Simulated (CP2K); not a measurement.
**Bi2Se3 (Paraguanajuatite) under changes of volume**

One of the cells (28.378 Å³/atom); the others are scaled copies at fixed shape and fractional positions:

```xyz
5
Lattice="4.1430 0.0000 0.0000 -2.0715 3.5879 0.0000 -2.0715 -1.1960 9.5453" Properties=species:S:1:pos:R:3 pbc="T T T"
Bi   -2.0715    1.1960    7.6134
Bi    2.0715    1.1960    1.9320
Se    0.0000    2.3920    3.4831
Se    0.0000    0.0000    6.0622
Se    0.0000    0.0000    0.0000
```

| Item | Value |
| --- | --- |
| Program | CP2K 2026.2 |
| Functional | PBE |
| Potentials or basis | POTENTIAL_UZH Bi GTH-PBE-q5, Se GTH-PBE-q6; TZVP-MOLOPT-PBE-GTH basis |
| Density cutoff | 6123 eV |
| k mesh | 8 × 8 × 8 |
| Occupations | fermi-dirac, width 0.05 eV |
| Spin | no spin polarisation |

```csv
volume (Å³/atom),energy over the lowest point (meV/atom),pressure (GPa),gap on the mesh (eV),largest force (eV/Å)
26.675,?,?,?,?
27.243,45.81,6.3,0.16,0.649
27.810,26.62,4.6,0.18,0.465
28.378,12.97,3.1,0.20,0.295
28.946,4.30,1.8,0.21,0.209
29.513,0.13,0.6,0.22,0.148
30.081,0.00,-0.5,0.24,0.150
```

Q: What does the run at 26.675 Å³/atom give?

A: Energy over the lowest point 71.16 meV/atom; pressure 8.1 GPa; gap on the mesh 0.14 eV; largest force 0.847 eV/Å.

Worked out: A Birch-Murnaghan fit of order 3 (a polynomial in V^(-2/3)) to the other rows has its minimum at 29.81 Å³/atom with B0 = V·E''(V) = 57 GPa and B' = 4.5 at fixed shape and positions, which overstates the stiffness. It gives 71.21 meV/atom at 26.675 Å³/atom, against the run's 71.16, and -dE/dV = 8.1 GPa, against 8.1. A straight line through the other rows of the gap, of slope 0.765 eV per unit of ln V (its deformation potential), extrapolates to 0.15 eV, against the run's 0.14.

Energies are extrapolated to zero smearing.

Caveats: spin-orbit coupling is left out, which as a rule narrows the gap of such compounds by several tenths of an eV; the basis of atomic orbitals isn't converged, which shifts pressures, moduli and gaps.

A mesh can miss the band edges.
